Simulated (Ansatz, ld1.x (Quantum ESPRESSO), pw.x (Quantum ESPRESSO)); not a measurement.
**manganese (Mn): does the PAW potential hold in the solid?**

Mn (Z = 25), PAW, made with ld1.x (Quantum ESPRESSO) 7.5 (PBE, scalar-relativistic). Core [Ar], reference 3d5 4s1.5 4p0 (charge +0.5). Waves: 4s (bound): rcut 1.80, rcutus 2.25 bohr; 4s channel at 1.5 Ry: rcut 1.80, rcutus 2.25 bohr; 4p (bound, empty): rcut 3.20, rcutus 3.80 bohr; 4p channel at 0.2 Ry: rcut 3.20, rcutus 3.80 bohr; 3d (bound): rcut 1.40, rcutus 1.90 bohr; 3d channel at 2.5 Ry: rcut 1.40, rcutus 1.90 bohr. Local part: all-electron potential smoothed inside 1.50 bohr (lloc = -1). Core correction: Bessel-smoothed model core inside 1.05 bohr. Augmentation charge: PSQ, inside the norm-conserving radii.

Crystal test: bcc Mn in pw.x 7.5, no spin, 16³ k-points, Fermi–Dirac smearing 0.01 Ry, cutoffs 60/480 Ry. The reference is all-electron LAPW (Ansatz 0.2.0) with the same functional, mesh and smearing; V0 and B0 come from Birch–Murnaghan fits to the pressures at five volumes. Errors are pseudo minus all-electron; Δ is the rms difference of the E(V) curves that follow from these fits, minima aligned, over ±6 % about the mean V0. Mesh and smearing are coarse, so the numbers serve the comparison and aren't converged zero-temperature values; the lattice is a test structure that the element need not adopt. Spin polarisation and strong correlation are left out, which matters for this element.

| V (Å³/atom) | P all-electron (GPa) | P pseudo (GPa) |
| --- | --- | --- |
| 10.270 | 16.05 | 25.08 |
| 10.540 | 7.62 | 16.26 |
| 10.810 | 0.27 | 8.50 |
| 11.080 | -6.15 | 1.66 |
| 11.351 | -11.73 | -4.29 |

All-electron: a0 = 2.787 Å (V0 = 10.82 Å³/atom), B0 = 273.1 GPa.

Pseudopotential: mean pressure error (GPa): +8.23; a0 (Å): 2.815; a0 error (%): +1.01; B0 error (%): -6.9; Δ (meV/atom): 19.0. The largest radius (3.80 bohr) exceeds half the bond length (2.28 bohr), so the spheres overlap, which is one possible source of error among others. This is a poor potential for the solid. Note: ghost state, extra bound levels that the all-electron valence spectrum of the same l lacks: s at -6.3 eV. A true bound ghost makes a file unfit for plane-wave use.

Task: At the middle volume, how do free energy and pressure move when the wave cutoff is lowered (ecutrho held at 480 Ry)?

Result:

```json
{"cutoff (Ry)": "27", "shift of F (meV/atom)": "+228.9", "shift of P (GPa)": "-0.65"}
{"cutoff (Ry)": "36", "shift of F (meV/atom)": "+116.1", "shift of P (GPa)": "-3.65"}
{"cutoff (Ry)": "48", "shift of F (meV/atom)": "+9.7", "shift of P (GPa)": "-1.37"}
```

The 8 pw.x runs together took about 3 min on one core of a shared server CPU.
